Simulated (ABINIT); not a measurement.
The system is TiO2.

```
CELL_PARAMETERS angstrom
4.59984 0.00000 0.00000
0.00000 4.59984 0.00000
0.00000 0.00000 2.95921
ATOMIC_POSITIONS crystal
Ti 0.00000 0.00000 0.50000
Ti 0.50000 0.50000 0.00000
O 0.30432 0.30432 0.50000
O 0.19568 0.80432 0.00000
O 0.80432 0.19568 0.00000
O 0.69568 0.69568 0.50000
```

The cell is a database's computed one.

- Program: ABINIT 10.8.3 (patched build)
- Task: single point
- Functional: PBE
- Potentials or basis: JTH PAW PBE v2.0
- Cutoff: 626 eV
- k mesh: 6 × 6 × 9
- Occupations: fermi-dirac, width 0.05 eV
- Spin: no spin polarisation

On this cell: pressure 4.5 GPa; largest force 0.007 eV/Å; band gap on the k mesh 1.86 eV, direct.

The same run follows on a disturbed copy (atoms moved at random, drawn with an rms of 0.05 Å):

```
CELL_PARAMETERS angstrom
4.59984 0.00000 0.00000
0.00000 4.59984 0.00000
0.00000 0.00000 2.95921
ATOMIC_POSITIONS crystal
Ti 0.99285 0.00757 0.49742
Ti 0.49187 0.51062 0.99653
O 0.30654 0.30354 0.49639
O 0.18927 0.80785 0.00486
O 0.79551 0.19416 0.00703
O 0.69910 0.70567 0.50990
```

Question: What changes?

Answer: The energy moves by +5.9 meV/atom; pressure 4.4 GPa; largest force 0.848 eV/Å; band gap on the k mesh 1.79 eV, indirect (least direct gap 1.82 eV).

Forces on the atoms (eV/Å):
```
Ti  -0.030  0.102  0.018
Ti   0.055 -0.085 -0.028
O    0.057  0.440  0.252
O    0.358 -0.237 -0.002
O    0.130  0.389 -0.088
O   -0.569 -0.610 -0.153
```

Stress tensor (GPa, compression positive):
```
 4.64  0.18 -0.32
 0.18  4.47 -0.58
-0.32 -0.58  3.98
```

Caveats: an odd mesh through Γ misses points on the zone boundary, where band edges often lie; the atomic spheres overlap.
